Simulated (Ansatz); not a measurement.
Runs of Ansatz 0.2.0 on Ag. It takes space group P6_3/mmc (No. 194, hexagonal). Conventional cell: a = 2.930 Å, b = 2.930 Å, c = 4.790 Å, α = 90.00°, β = 90.00°, γ = 120.00°. Ag (site symmetry -6m2) is surrounded by 12 Ag at 2.93 Å. This isn't the form of Ag at room conditions, which is fcc.

```tsv
level	cutoff (eV)	gap on the mesh (eV)	pressure (GPa)
HSE06	420	none	1.1
r2SCAN0	500	none	-0.4
PBE0	420	none	1.1
PBEsol	420	none	-5.1
r2SCAN	500	none	-1.4
LDA	420	none	(a)
```

Alike in all rows: task projected density of states; potentials or basis Ansatz PAW; no spin polarisation; cell as given; k mesh 6 × 6 × 3; smearing fermi-dirac 0.05 eV; the mesh is coarse, so values aren't converged.

Problem. Estimate the missing entries.

Solution. (a) -9.5.

Caveats: all runs use coarse meshes; the PAW data sets come from PBE, with cores solved anew for the run's functional, which leaves a small shift of forces and pressure; the density of states is complete only up to the lowest level of the last band computed; the thresholds are loose for stress (some runs).

A k mesh can miss the band edges, and the runs leave out spin-orbit coupling on Ag.

A gap of «none» marks a metal or a gap under the smearing width.

Runs at the PBE level aren't shown here.
